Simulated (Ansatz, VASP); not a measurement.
# ScAl3, level by level in two programs

```
Sc Al
1.0
     4.08781    0.00000    0.00000
     0.00000    4.08781    0.00000
     0.00000    0.00000    4.08781
Sc Al
1 3
Direct
  0.00000 0.00000 0.00000
  0.50000 0.50000 0.00000
  0.00000 0.50000 0.50000
  0.50000 0.00000 0.50000
```

The cell is a database's computed one.

Single points on this cell with VASP 6.6.1 and Ansatz 0.2.0. Each row is one pair of runs. Alike in all rows: spin: off; k mesh: 7 × 7 × 7; VASP's potentials, cutoff: VASP PAW PBE potentials, release 64 (Sc_sv, Al), 520 eV; Ansatz's potentials, cutoff: Ansatz PAW, 420 eV.

```csv
level,smearing,"gap on the k mesh at the Fermi level (eV), VASP","gap on the k mesh at the Fermi level (eV), Ansatz","pressure (GPa), VASP","pressure (GPa), Ansatz"
PBE,"fermi-dirac, width 0.05 eV",none,none,1.1,1.1
PBE,"gaussian, width 0.014 eV",none,none,1.1,1.1
PBE,"gaussian, width 0.02 eV",none,none,1.1,1.1
PBE,"gaussian, width 0.021 eV",none,none,1.1,1.1
PBE,"gaussian, width 0.022 eV",none,none,1.1,1.1
PBEsol,"fermi-dirac, width 0.05 eV",none,none,-1.0,-1.1
```

Pressure (GPa): the two programs differ by at most 0.11.

A gap of «none» marks a metal or a gap that the smearing closes.

Caveats: the PAW data sets were made with another functional, which shifts forces and pressure a little (VASP); the PAW data sets come from PBE, with cores solved anew for the run's functional, which leaves a small shift of forces and pressure (Ansatz).
